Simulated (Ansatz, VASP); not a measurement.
**Cross-check of NaI between VASP and Ansatz**

One calculation is typed for both programs; each brings its own data sets and cutoff. How far apart do they land? The cell is taken from a series of VASP runs on this material, whose earlier steps may have relaxed, scaled or displaced it; both programs get it as it stands.

Calculated with Ansatz 0.2.0; plane waves, with VASP 6.6.1 beside it; band structure at HSE06.

## (1) The structure

The structure is cubic, space group Fm-3m (No. 225). The conventional cell has a = 6.473 Å, b = 6.473 Å, c = 6.473 Å, α = 90.00°, β = 90.00°, γ = 90.00°. Nearest to I lie 6 Na at 3.24 Å. Na has 6 I at 3.24 Å nearest. Farther neighbours and most contacts between anions are not listed.

## (2) Ansatz: band structure, HSE06

Ansatz runs on its default PAW (the set named soft_2) files.

Levels along a path test the potential and the projectors away from the mesh points.

input.yaml

```yaml
crystal:
  lattice:
    - [0.0, 3.2364, 3.2364]
    - [3.2364, 0.0, 3.2364]
    - [3.2364, 3.2364, 0.0]
  atoms:
    - { symbol: I, position: [0.5, 0.5, 0.5] }
    - { symbol: Na, position: [0.0, 0.0, 0.0] }
hamiltonian:
  xc: { exchange: pbe, correlation: pbe, exx: { coeff: 0.25, omega: 0.2 } }
  pseudopotentials: { kind: paw }
kpoints:
  mp_grid: { grid: [4, 4, 4] }
  band_path:
    path:
      - [0.0, 0.0, 0.0]
      - [0.5, 0.0, 0.5]
      - [0.5, 0.22222, 0.72222]
      - [0.40278, 0.34722, 0.75]
      - [0.125, 0.125, 0.25]
      - [0.27778, 0.27778, 0.27778]
      - [0.55556, 0.38889, 0.55556]
      - [0.58333, 0.25, 0.66667]
      - [0.5, 0.30556, 0.69444]
      - [0.48611, 0.48611, 0.52778]
      - [0.625, 0.25, 0.625]
      - [0.5, 0.0, 0.5]
    npoints: 1
scf:
  occupations: { method: gaussian, width: 0.03 }
  n_extra_bands: 7
output:
  forces: true
  stress: true
  eigenvalues: true
```

Command:

```sh
$ ansatz run input.yaml --threads 4 --pin off --max-ram 9216MiB --backend cpu --events-out ev --progress --plain --runs-dir out
```

Numbers of over 12 decimals in the logs are rounded to 6 here.

The log of the run:

```text
Warning: output.stress: scf.convergence.dr2_threshold = 1e-7 eV (the SCF's general default) is looser than the 2e-10 eV advised for a printed stress (1e-10 eV for each atom of the cell: 2). What an SCF threshold leaves in a stress goes as its square root, and in the free energy as the threshold itself, and one threshold admits the most on a small cell: [figures from the program's tests cut] Set scf.convergence.dr2_threshold to 2e-10 eV or tighter. The threshold is an SCF's pass mark: one that does not reach it within its budget of iterations ends unconverged, or closes short of it on a stop that the run arms, and scf.convergence.dr2_threshold's page says what that costs each kind of run
Warning: output.stress: scf.exx.energy_threshold = 1e-6 eV is looser than the 2e-8 eV advised for a stress under a hybrid functional (1e-8 eV for each atom of the cell: 2). Every SCF of the exchange loop can meet its threshold on dr2 while the loop round them stops early: no threshold on dr2 bounds what that leaves in the stress. Set scf.exx.energy_threshold to 2e-8 eV or tighter. The threshold is the loop's pass mark: a loop that does not reach it within its budget of cycles ends unconverged, and scf.exx.energy_threshold's page has the law
scf.n_extra_bands = 7 over 13 filled bands (N_el = 26.0): the run solves 20 bands
Engine: ansatz 0.2.0, aarch64-unknown-linux-gnu
Pseudopotentials: kind: paw
Pseudopotential: I, paw, valence charge 17, recommended cutoff 420 eV (normal), I.paw.azcp
Pseudopotential: Na, paw, valence charge 9, recommended cutoff 420 eV (normal), Na.paw.azcp
Functional definition: unnamed
  parameter a_1 = 0.25
  parameter omega_1 = 0.2/angstrom
  exchange = pbe_x + (-a_1)*pbe_x_sr(omega_1) + a_1*exact_x_sr(omega_1)
  correlation = pbe_c
Crystal: 2 atoms, lattice volume = 67.798 Å³
Basis set: ecut = 420 eV, 1363 PW (Γ), exchange–correlation on 64×64×64 points (8 copies of the dense FFT grid, shifted against one another)
Bands: 20, of which v1, the nominal top of the filled ones, is band 13 counted from 1 (12 counted from 0)
Symmetry: 48 space group operations
Space group: Fm-3m (ITA 225), of the structure as read, at distance tolerance 4.1e-5 Å
k-points: 8 of 64
Non-local potential: I, projectors of the file, l = 0: 2, l = 1: 2, l = 2: 2, l = 3: 2
Non-local potential: Na, projectors of the file, l = 0: 3, l = 1: 2, l = 2: 1
PAW form: soft (Blöchl's): semilocal exchange-correlation on the pseudo side does not see the compensation charge
PAW frozen core: I, regenerated for the run's functional, and the local potential with it (the file was generated under x = pbe(κ = 0.804, μ = 0.219515), c = pbe(β = 0.066725))
PAW frozen core: Na, regenerated for the run's functional, and the local potential with it (the file was generated under x = pbe(κ = 0.804, μ = 0.219515), c = pbe(β = 0.066725))
PAW one-centre angular grid: I, 590 points (default); XC on 96 Gauss nodes
PAW one-centre angular grid: Na, 110 points (default); XC on 96 Gauss nodes
Initial density: superposition of atomic densities (neutral atoms: chi_scale 0, normalization atom), corrected by the library's trained network
Initial wavefunctions: pseudopotential atomic-orbital guess
Functional: x = pbe(κ = 0.804, μ = 0.219515), c = pbe(β = 0.066725), warm-up for x = pbe(κ = 0.804, μ = 0.219515) + 0.25 (exact − pbe) at short range (hse, ω = 0.2 Å⁻¹), c = pbe(β = 0.066725)
SCF iter   1: F=—  HF=-9001.876687 eV  |F-HF|=—  |Δ(HF+E_count)|=         —  Δρ=4.03e-4  dr2=1.49e-4  ethr=1.77e-3  ⟨swp⟩=2.0  Hψ=1132  notcnv=0
preconditioner: auto → none  [insulator: Δε(μ)=3.640 eV  Ē_g=12.424 eV  σ=0.030 eV  W_gap=1.00  n_scr=14 (ndim 8)  ℏωp=12.8 eV  f_vac=0.068  D(μ)=0.00/eV (n_scr^D=0)]
iter 2 solved again at ethr=1.12e-8 eV; its pass at ethr=5.74e-7 eV (dr2=2.90e-6 eV) is discarded
SCF iter   2: F=-9001.876743 eV  HF=-9001.876713 eV  |F-HF|=3.03e-5  |Δ(HF+E_count)|=   2.63e-5  Δρ=1.02e-4  dr2=2.87e-6  ethr=1.12e-8  ⟨swp⟩=3.0  Hψ=696  notcnv=0
SCF 1 stopped early in 2 iterations: F = -9001.876743 eV  dr2 = 2.87e-6
  greatest PAW one-centre occupation: 0.999 electrons in one spin orbital (limit 2), on the Na atom at site 1 (counted from 0), in its partial waves of l = 0
Initial density: handed on by an earlier stage of this run
Initial wavefunctions: those handed on with the density
Functional: x = pbe(κ = 0.804, μ = 0.219515) + 0.25 (exact − pbe) at short range (hse, ω = 0.2 Å⁻¹), c = pbe(β = 0.066725)
Exchange kernel: α = 0.2500, screened, ω = 0.2000 Å⁻¹, Wigner–Seitz truncation, v(0) = 1120.6182 eV·Å³, q-mesh 4×4×4, nearest image of the exchange supercell L = 18.31 Å, pair-density grid 18×18×18, without the augmentation charges, whose exchange is taken in its separable form by FFT convolution over the k-point mesh (sized by the pseudopotential files, 25×25×25 at the most), smooth part of the exact exchange by density-matrix convolution
Frozen-core exchange: fock
SCF iter   1: F=—  HF=-9006.884713 eV  |F-HF|=—  |Δ(HF+E_count)|=         —  Δρ=3.65e-3  dr2=5.36e-3  ethr=1.11e-7  ⟨swp⟩=8.6  Hψ=827  notcnv=0
preconditioner: auto → none  [insulator: Δε(μ)=4.660 eV  Ē_g=13.884 eV  σ=0.030 eV  W_gap=1.00  n_scr=14 (ndim 8)  ℏωp=12.8 eV  f_vac=0.068  D(μ)=0.00/eV (n_scr^D=0)]
SCF iter   2: F=—  HF=-9006.881918 eV  |F-HF|=—  |Δ(HF+E_count)|=   2.80e-3  Δρ=8.09e-4  dr2=5.61e-4  ethr=1.11e-7  ⟨swp⟩=4.0  Hψ=418  notcnv=0
SCF iter   3: F=—  HF=-9006.884235 eV  |F-HF|=—  |Δ(HF+E_count)|=   2.32e-3  Δρ=4.72e-4  dr2=1.10e-4  ethr=1.11e-7  ⟨swp⟩=4.0  Hψ=422  notcnv=0
SCF iter   4: F=—  HF=-9006.884231 eV  |F-HF|=—  |Δ(HF+E_count)|=   3.65e-6  Δρ=1.35e-4  dr2=9.15e-6  ethr=1.11e-7  ⟨swp⟩=3.0  Hψ=329  notcnv=0
SCF iter   5: F=-9006.884251 eV  HF=-9006.884252 eV  |F-HF|=9.17e-7  |Δ(HF+E_count)|=   2.05e-5  Δρ=2.26e-5  dr2=2.98e-7  ethr=2.89e-8  ⟨swp⟩=4.0  Hψ=330  notcnv=0
SCF 2 stopped early in 5 iterations: F = -9006.884251 eV  dr2 = 2.98e-7
hybrid outer 1: dexx = +2.500e-3 eV, tail = 8.18e-6 eV
Exchange kernel: α = 0.2500, screened, ω = 0.2000 Å⁻¹, Wigner–Seitz truncation, v(0) = 1120.6182 eV·Å³, q-mesh 4×4×4, nearest image of the exchange supercell L = 18.31 Å, pair-density grid 18×18×18, without the augmentation charges, whose exchange is taken in its separable form by FFT convolution over the k-point mesh (sized by the pseudopotential files, 25×25×25 at the most), smooth part of the exact exchange by density-matrix convolution
Frozen-core exchange: fock
SCF iter   1: F=—  HF=-9006.884161 eV  |F-HF|=—  |Δ(HF+E_count)|=         —  Δρ=4.27e-5  dr2=8.61e-7  ethr=1.57e-7  ⟨swp⟩=4.5  Hψ=419  notcnv=0
preconditioner: auto → none  [insulator: Δε(μ)=4.696 eV  Ē_g=13.881 eV  σ=0.030 eV  W_gap=1.00  n_scr=14 (ndim 8)  ℏωp=12.8 eV  f_vac=0.077  D(μ)=0.00/eV (n_scr^D=0)]
SCF iter   2: F=—  HF=-9006.884160 eV  |F-HF|=—  |Δ(HF+E_count)|=   3.88e-7  Δρ=6.28e-6  dr2=2.40e-8  ethr=3.13e-9  ⟨swp⟩=3.2  Hψ=344  notcnv=0
SCF iter   3: F=-9006.884160 eV  HF=-9006.884160 eV  |F-HF|=5.30e-9  |Δ(HF+E_count)|=   7.84e-8  Δρ=3.82e-6  dr2=5.40e-9  ethr=6.09e-11  ⟨swp⟩=3.9  Hψ=396  notcnv=0
SCF 3 converged in 3 iterations: F = -9006.884160 eV  dr2 = 5.40e-9
  Residual-converged pass: ⟨swp⟩=3.0  Hψ=317  notcnv=0  max |occ|·‖R‖ = 2.4e-6 eV (tolerance 2.4e-6 eV)  dr2=5.44e-9  dr2_onsite=1.87e-9  max |Δocc| = 0.0e0
hybrid outer 2: dexx = +9.156e-8 eV, tail = 1.76e-8 eV, Δε = 3.18e-3 eV (about 1.94e-4 eV left of the loop's levels)
NSCF: frozen V_eff on 12 k-points
hybrid SCF converged: 2 outer / 8 inner (+2 warm-up), last move |dexx| = 9.16e-8 eV, tail = 1.76e-8 eV
Stability not checked: this state was not tested for a lower state beside it, because the functional holds exact exchange (a hybrid, or Hartree-Fock), whose exchange loop this test does not read (fock_operator; see scf.lower_state_search)
Free energy (F): -9006.884160 eV
Frozen-core exchange: fock
Harris-Foulkes:  -9006.884160 eV  (|F-HF|=5.30e-9)
Internal energy: -9006.884160 eV  (E = F + TS)
E sigma→0 (E₀):  -9006.884160 eV
Fermi energy:    4.671666 eV
--- Per-component energies (eV) ---
  E_band       = -680.098442
  E_kinetic    = 310.096108
  E_local      = -3351.533358  (includes V_loc(G=0)·N_el)
  E_nonlocal   = 24.797860
  E_hartree    = 1520.512648
  E_xc         = -134.786588
  E_vxc        = -143.282738  (∫ρ·V_xc dr)
  E_exx        = -93.638781  (= α·E_x^exact, valence–valence)
  E_paw        = -5024.090558  (= ΣΔE_a)
  E_vpaw       = -373.923954  (= ΣTr[D̂ρ^β])
  E_aug_tail   = -0.000038  (compensation charges beyond the density's cutoff)
  E_ewald      = -2257.850118
  E_core_change = -0.391337  (= ΣΔE_core)
  E_smearing   = -0.000000  (= −TS)
  E_closure    = 0.000001  (closes the sum)
  Σ components = -9006.884160   (vs F -9006.884160, Δ=0.00e0)
--- Forces (eV/Å), atoms counted from 1 ---
  atom   1  I      0.00000000    -0.00000000    -0.00000000
  atom   2  Na     0.00000000    -0.00000000     0.00000000
  max |Σ_I F_I| component: 2.54e-29 eV/Å
--- Stress (GPa, compression-positive) ---
        0.158649       0.000000      -0.000000
       -0.000000       0.158649       0.000000
       -0.000000       0.000000       0.158649
  P = ⅓ Tr σ = 0.1586 GPa (1.586 kbar)
--- Band table (eV; the first three rows and the last of 8) ---
  k-point 0: bands = [... 9 lower, -9.6282, 2.3236, 2.3236, 2.3236, 7.0195, 11.3665, 11.3665, 11.3665, ... 3 higher]
  k-point 1: bands = [... 9 lower, -9.4567, 0.9699, 2.1652, 2.1652, 8.3042, 10.9411, 11.4308, 11.4308, ... 3 higher]
  k-point 2: bands = [... 9 lower, -9.2700, -0.0101, 2.0190, 2.0190, 8.4170, 10.8910, 10.8910, 12.3808, ... 3 higher]
  k-point 7: bands = [... 9 lower, -9.1701, 0.8116, 0.8116, 1.3419, 9.2619, 10.8807, 10.8807, 11.4116, ... 3 higher]
```

The job ended after 15 s (4 threads of Arm Neoverse V2, shared host; peak memory 0.77 GiB; 53 s of CPU time).

[end of part 1 of 2]

[Lines on the potential files, build, host, timing and source positions are cut from VASP's logs without a mark.]

[Logs are printed without paths, hosts, clocks, repeated set-up lines and the standing remarks that a program may print on its own settings, such as how far it seeks lower states.]

[Hosts, paths, dates, database ids (printed as entryN), source tags and the programs' standing remarks are cut or masked in the printed files.]
